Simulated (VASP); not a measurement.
A run of VASP 6.6.1:

The input INCAR:

```
SYSTEM = KBr
ALGO = Normal
EDIFF = 1E-7
EDIFFG = -0.01
ENCUT = 300
GGA = PE
IBRION = 2
ISIF = 2
ISMEAR = 0
LASPH = .True.
LCHARG = .False.
LREAL = .False.
LWAVE = .False.
NELM = 80
NSW = 40
PREC = Accurate
SIGMA = 0.03
```

The input KPOINTS:

```
k-points
0
Gamma
  4 4 4
  0 0 0
```

File POSCAR:

```
KBr                                     
1.0
    0.0000000000      3.3452721364      3.3452721364
    3.3452721364     -0.0000000000      3.3452721364
    3.3452721364      3.3452721364      0.0000000000
  K               Br            
     1     1
Direct
     0.0000000000000000    0.0000000000000000    1.0000000000000000
     0.5000000000000000    0.5000000000000000    0.5000000000000000
```

Potentials or basis: VASP PAW PBE potentials, release 64 (K_pv, Br).

Command:

```console
$ cat potpaw_PBE.64/K_pv/POTCAR potpaw_PBE.64/Br/POTCAR > POTCAR
$ mpirun -np 1 vasp_std > vasp.out
```

Hardware: 1 thread of Intel(R) Xeon(R) Platinum 8175M CPU @ 2.50GHz (Skylake/Cascade Lake) (shared host).

**Question.** How long does it take, and how much memory?

**Answer.** Run time: 8.5 s on 1 thread of Intel(R) Xeon(R) Platinum 8175M CPU @ 2.50GHz (Skylake/Cascade Lake), with other jobs on the host, peak memory 0.15 GiB. Counts: scf iterations 14, k points 8, ion steps 1.
